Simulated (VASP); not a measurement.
A run of VASP 6.6.1 is set up as follows.

POSCAR

```
Te
1.0
    3.9360508035      0.0000000000      0.0000000000
   -1.9680254018      3.4087199864      0.0000000000
    0.0000000000      0.0000000000     10.7201383673
Te
4
Direct
    0.0000000000      0.0000000000      0.2500000000
    0.0000000000      0.0000000000      0.7500000000
    0.3333333333      0.6666666667      0.7500000000
    0.6666666667      0.3333333333      0.2500000000
```

The input INCAR.step1:

```
SYSTEM = Te
PREC = Accurate
ENCUT = 520
ISMEAR = 0
SIGMA = 0.1
LREAL = .FALSE.
LASPH = .TRUE.
NELM = 100
NBANDS = 20
GGA = PE
ALGO = Normal
EDIFF = 1E-4
LWAVE = .TRUE.
LCHARG = .FALSE.
```

Contents of INCAR.step2:

```
SYSTEM = Te
PREC = Accurate
ENCUT = 520
EDIFF = 1E-7
ISMEAR = 0
SIGMA = 0.1
LREAL = .FALSE.
LASPH = .TRUE.
NELM = 100
ALGO = Normal
ISIF = 2
LWAVE = .FALSE.
LCHARG = .FALSE.
METAGGA = R2SCAN
LMIXTAU = .TRUE.
NBANDS = 20
ISTART = 1
```

The input KPOINTS:

```
Automatic mesh
0
G
  6 6 2
  0 0 0
```

Potentials or basis: VASP PAW PBE potentials, release 64 (Te).

Launch:

```sh
$ cat potpaw_PBE.64/Te/POTCAR > POTCAR
$ cp INCAR.step1 INCAR
$ mpirun -np 1 vasp_std > vasp.out
$ cp INCAR.step2 INCAR
$ mpirun -np 1 vasp_std > vasp.out
```

(1) What does it give for the pressure?

(2) Estimate the band gap on the k mesh.

## Answers

(1) 67.4 GPa.

(2) none (metal or under the smearing width).

Caveat: a pressure of tens of GPa on the cell as given is suspect, and the run, the potentials or the cell itself is likely at fault; the PAW data sets were made with another functional, which shifts forces and pressure a little.
